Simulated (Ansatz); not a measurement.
Here is an Ansatz 0.2.0 calculation.

Contents of input.yaml:

```yaml
crystal:
  lattice:
    - [3.18, 0.0, 0.0]
    - [-1.59, 2.753960784, 0.0]
    - [0.0, 0.0, 12.5]
  atoms:
    - { symbol: W, position: [0.6666666667, 0.3333333333, 0.75] }
    - { symbol: W, position: [0.3333333333, 0.6666666667, 0.25] }
    - { symbol: S, position: [0.6666666667, 0.3333333333, 0.375] }
    - { symbol: S, position: [0.3333333333, 0.6666666667, 0.875] }
    - { symbol: S, position: [0.6666666667, 0.3333333333, 0.125] }
    - { symbol: S, position: [0.3333333333, 0.6666666667, 0.625] }
hamiltonian:
  xc: pbe
  pseudopotentials: { kind: paw }
  hubbard: { sites: [{ species: W, l: d, u_eff: 1.0 }] }
kpoints:
  mp_grid: { grid: [10, 10, 3] }
  band_path:
    path:
      - [[0.0, 0.0, 0.0], [0.5, 0.0, 0.0], [0.3333333333, 0.3333333333, 0.0], [0.0, 0.0, 0.0], [0.0, 0.0, 0.5], [0.5, 0.0, 0.5], [0.3333333333, 0.3333333333, 0.5], [0.0, 0.0, 0.5]]
      - [[0.5, 0.0, 0.5], [0.5, 0.0, 0.0]]
      - [[0.3333333333, 0.3333333333, 0.0], [0.3333333333, 0.3333333333, 0.5]]
    npoints: 14
scf:
  occupations: { method: fermi_dirac, width: 0.05 }
  n_extra_bands: 15
output:
  forces: true
  stress: true
  eigenvalues: true
  fatbands: false
```

Potentials or basis: Ansatz PAW.

The run is started by

```sh
$ ansatz run input.yaml --threads 2 --pin off --max-ram 5632MiB --backend cpu --events-out ev --progress --plain --runs-dir out
```

Question: Predict the largest force.

Answer: 0.134 eV/Å.

Question: Predict the band gap along the path.

Answer: 1.07 eV, indirect (least direct gap 1.70 eV).

Levels at the corners of the path, in eV from the valence-band top:
| point | band 24 | band 25 | band 26 | band 27 | band 28 | band 29 |
| --- | --- | --- | --- | --- | --- | --- |
| Γ | -1.53 | -1.10 | 0.00 | 2.31 | 2.31 | 2.31 |
| M | -1.82 | -1.65 | -1.49 | 2.22 | 2.26 | 2.56 |
| K | -2.86 | -0.71 | -0.54 | 1.15 | 1.15 | 2.24 |
| Γ | -1.53 | -1.10 | 0.00 | 2.31 | 2.31 | 2.31 |
| A | -2.23 | -0.30 | -0.30 | 2.30 | 2.30 | 2.30 |
| L | -1.90 | -1.56 | -1.56 | 2.24 | 2.24 | 2.68 |
| H | -2.98 | -0.64 | -0.64 | 1.15 | 1.15 | 2.71 |
| A | -2.23 | -0.30 | -0.30 | 2.30 | 2.30 | 2.30 |
| L | -1.90 | -1.56 | -1.56 | 2.24 | 2.24 | 2.68 |
| M | -1.82 | -1.65 | -1.49 | 2.22 | 2.26 | 2.56 |
| K | -2.86 | -0.71 | -0.54 | 1.15 | 1.15 | 2.24 |
| H | -2.98 | -0.64 | -0.64 | 1.15 | 1.15 | 2.71 |

Caveat: the k mesh misses the band edges, so the gap on the mesh is wider than the one along the path; spin-orbit coupling is left out, which moves the levels of the heavy elements.
